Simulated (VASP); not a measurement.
A run of VASP 6.6.1:

Contents of INCAR:

```
SYSTEM = TaN
PREC = Accurate
ENCUT = 520
EDIFF = 1E-6
ISMEAR = 0
SIGMA = 0.05
LREAL = .FALSE.
LASPH = .TRUE.
NELM = 100
ALGO = Fast
ISIF = 2
LWAVE = .FALSE.
LCHARG = .FALSE.
ISPIN = 2
MAGMOM = 0 0
LORBIT = 11
LMAXMIX = 4
GGA = PS
NBANDS = 19
```

File KPOINTS:

```
Automatic mesh
0
G
  7 7 7
  0 0 0
```

Contents of POSCAR:

```
TaN
1.0
    0.0000000000      2.1790013100      2.1790013100
    2.1790013100      0.0000000000      2.1790013100
    2.1790013100      2.1790013100      0.0000000000
Ta N
1 1
Direct
    0.5000000000      0.5000000000      0.5000000000
    0.0000000000      0.0000000000      0.0000000000
```

Potentials or basis: VASP PAW PBE potentials, release 64 (Ta_pv, N).

Launch:

```console
$ cat potpaw_PBE.64/Ta_pv/POTCAR potpaw_PBE.64/N/POTCAR > POTCAR
$ mpirun -np 1 vasp_std > vasp.out
```

Hardware: 1 thread of Intel(R) Xeon(R) Platinum 8259CL CPU @ 2.50GHz (Skylake/Cascade Lake), on a shared host.

Task: Estimate the wall time of this run.

Result: It took 13 s on 1 thread of Intel(R) Xeon(R) Platinum 8259CL CPU @ 2.50GHz (Skylake/Cascade Lake), on a shared host, peak memory 0.15 GiB. Counts: scf iterations 13, k points 20.
